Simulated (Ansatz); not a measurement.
Base system: Li3N (space group P6/mmm, No. 191; a = 3.610 Å, c = 3.856 Å). Axes: x lies along a and z along c of the hexagonal cell.

All numbers come from r2SCAN/PAW in Ansatz (an electronic-structure program), no spin-orbit coupling.

Base values:

Gap character: indirect, A → Γ
Band gap: 1.48 eV
Smallest direct gap: 1.69 eV

The change: uniaxial strain ε_zz = −4.05 %, all other strain components held at zero; the atoms relax in the strained cell.

Q: Estimate the effect on the energy relative to the base, stress, gap character, band gap and smallest direct gap.

A: The energy increases by 9.5 meV/atom; the stress (xx, yy, zz, yz, xz, xy; compression positive) is (0.30, 0.30, 7.32, 0.00, 0.00, 0.00) GPa; the gap character changes from indirect, A → Γ to indirect, A → L; the band gap grows by 0.143 eV, from 1.48 eV to 1.63 eV; the smallest direct gap rises by 0.29 eV, from 1.69 eV to 1.98 eV.

No phonon test of stability was made.
